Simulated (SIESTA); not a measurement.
Crystal: HfO2.

```
CELL_PARAMETERS angstrom
5.21946 0.00000 0.00000
0.00000 5.00476 0.00000
0.00000 0.00000 5.03269
ATOMIC_POSITIONS crystal
Hf 0.96699 0.73252 0.74144
Hf 0.53301 0.73252 0.24144
Hf 0.46699 0.26748 0.74144
Hf 0.03301 0.26748 0.24144
O 0.63213 0.92865 0.87927
O 0.86787 0.92865 0.37927
O 0.23395 0.53988 0.49229
O 0.26605 0.53988 0.99229
O 0.76605 0.46012 0.99229
O 0.73395 0.46012 0.49229
O 0.13213 0.07135 0.87927
O 0.36787 0.07135 0.37927
```

Measurements of this composition are mostly on another form, of space group No. 14.

Program: SIESTA 5.4.2. Alike in all runs: task band structure; cell as given; smearing fermi-dirac 0.05 eV; grid cutoff 800 Ry; energy shift 0.002 Ry.

Question: Order these runs on this cell by their pressure, lowest first.
A. level vdW-DF-cx; potentials or basis PseudoDojo 0.4 standard (PBE files), DZP (energy shift 0.002 Ry); spin off; k mesh 5 × 6 × 5
B. level LDA; potentials or basis PseudoDojo 0.4 standard (PBE files, fully relativistic), DZP (energy shift 0.002 Ry); spin non-collinear, zero start, SOC; k mesh 4 × 4 × 4
C. level APBE; potentials or basis PseudoDojo 0.4 standard (PBE files), DZP (energy shift 0.002 Ry); spin off; k mesh 5 × 6 × 5
D. level PBEJsJrLO; potentials or basis PseudoDojo 0.4 standard (PBE files), DZP (energy shift 0.002 Ry); spin off; k mesh 5 × 6 × 5

Answer: B (-2.8 GPa), A (5.5 GPa), D (7.1 GPa), C (14.0 GPa).

Caveats: semicore shells carry a single zeta, which can move pressures by several GPa and volumes by a few percent; the potentials were made for another functional, which shifts forces and pressure; the basis of atomic orbitals isn't converged, which shifts pressures, moduli and gaps.

Runs at the PBE level aren't shown here.
